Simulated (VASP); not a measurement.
# W: band structure with rev-vdW-DF2

Crystal: W.

```xyz
1
Lattice="-1.5853 1.5853 1.5853 1.5853 -1.5853 1.5853 1.5853 1.5853 -1.5853" Properties=species:S:1:pos:R:3 pbc="T T T"
W     0.0000    0.0000    0.0000
```

* Program: VASP 6.6.1
* Task: band structure
* Functional: rev-vdW-DF2
* Potentials or basis: VASP PAW PBE potentials, release 64 (W_sv)
* Cutoff: 520 eV
* k mesh: 16 × 16 × 16
* Occupations: methfessel-paxton, width 0.1 eV
* Spin: no spin polarisation
* Further INCAR settings: ALGO = Fast; EDIFF = 1e-06; NBANDS = 13

| Quantity | Value |
| --- | --- |
| Pressure | 0.0 GPa |
| Band gap along the path | none (metal or under the smearing width) |

Levels at the corners of the path, in eV from the Fermi level:
| point | band 5 | band 6 | band 7 | band 8 | band 9 | band 10 |
| --- | --- | --- | --- | --- | --- | --- |
| Γ | -9.61 | -1.28 | -1.28 | -1.28 | 2.19 | 2.19 |
| H | -5.81 | -5.81 | 5.06 | 5.06 | 5.06 | 8.22 |
| H | -5.81 | -5.81 | 5.06 | 5.06 | 5.06 | 8.22 |
| N | -6.27 | -3.59 | 0.70 | 2.07 | 3.04 | 6.04 |
| N | -6.27 | -3.59 | 0.70 | 2.07 | 3.04 | 6.04 |
| Γ | -9.61 | -1.28 | -1.28 | -1.28 | 2.19 | 2.19 |
| Γ | -9.61 | -1.28 | -1.28 | -1.28 | 2.19 | 2.19 |
| P | -2.97 | -2.97 | -2.97 | 3.20 | 3.20 | 6.50 |
| P | -2.97 | -2.97 | -2.97 | 3.20 | 3.20 | 6.50 |
| H | -5.81 | -5.81 | 5.06 | 5.06 | 5.06 | 8.22 |
| P | -2.97 | -2.97 | -2.97 | 3.20 | 3.20 | 6.50 |
| N | -6.27 | -3.59 | 0.70 | 2.07 | 3.04 | 6.04 |

Core levels (eV, on the scale of the bands):
```
atom                                                                                                                levels
 1 W  1s -69451.4, 2s -11972.0, 2p -10465.6, 3s -2744.6, 3p -2298.7, 3d -1786.7, 4s -553.1, 4p -406.9, 4d -221.8, 4f -16.7
```

It took 18 s on 1 thread of Intel(R) Xeon(R) 6975P-C (Granite Rapids), with other jobs on the host, peak memory 0.24 GiB.

Caveat: the PAW data sets were made with another functional, which shifts forces and pressure a little; spin-orbit coupling is left out, which moves the levels of the heavy elements.
